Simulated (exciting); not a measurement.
Write the native input for exciting (release sodium) that does the following.

```yaml
Task: single point
Functional: PBEsol
Potentials_or_basis: all-electron LAPW+lo, shipped species files, valence relativity iora*
rgkmax: 9
k_mesh: 8 × 8 × 8
Occupations: gaussian, width 0.02 eV
Spin: no spin polarisation
outputlevel: normal
gmaxvr_cutoff_of_density_and_potential: 14 1/bohr
lmaxapw_and_lmaxmat: 10
lmaxvr: 8
nempty: 10
Valence_relativity: iora*
epsengy: 1e-05 Ha
epspot: 1e-05 Ha
maxscl: 60
Muffin-tin_radii: Se 2.0, Mg 2.0 bohr
```

The system is MgSe.

```
Se Mg
1.0
     0.00000    2.72550    2.72550
     2.72550    0.00000    2.72550
     2.72550    2.72550    0.00000
Se Mg
1 1
Direct
  0.50000 0.50000 0.50000
  0.00000 0.00000 0.00000
```

These files were run (other wordings do the same):

input.xml

```xml
<input>
  <title>MgSe</title>
  <structure speciespath="./" tshift="false">
    <crystal scale="1">
      <basevect>0.000000000000 5.150448552668 5.150448552668</basevect>
      <basevect>5.150448552668 0.000000000000 5.150448552668</basevect>
      <basevect>5.150448552668 5.150448552668 0.000000000000</basevect>
    </crystal>
    <species speciesfile="Se.xml" rmt="2">
      <atom coord="0.500000000000 0.500000000000 0.500000000000"/>
    </species>
    <species speciesfile="Mg.xml" rmt="2">
      <atom coord="0.000000000000 0.000000000000 0.000000000000"/>
    </species>
  </structure>
  <groundstate do="fromscratch" ngridk="8 8 8" rgkmax="9" gmaxvr="14" lmaxapw="10" lmaxmat="10" lmaxvr="8" xctype="GGA_PBE_SOL" stype="Gaussian" swidth="0.00073499" nempty="10" ValenceRelativity="iora*" epsengy="1e-05" epspot="1e-05" maxscl="60" tforce="true" outputlevel="normal"/>
</input>
```

Potentials or basis: all-electron LAPW+lo, shipped species files, valence relativity iora*.

Command:

```console
$ OMP_NUM_THREADS=1 exciting_smp
```

It gave:

```json
{"Band gap on the k mesh": "1.78 eV, indirect (least direct gap 2.50 eV)", "All electrons inside the program's atomic spheres": "Se 31.31; Mg 10.26 (radii Se 2.0, Mg 2.0 bohr)"}
```

Run time: 2 min on 1 thread of Arm Neoverse V2 (shared host), peak memory 0.14 GiB.
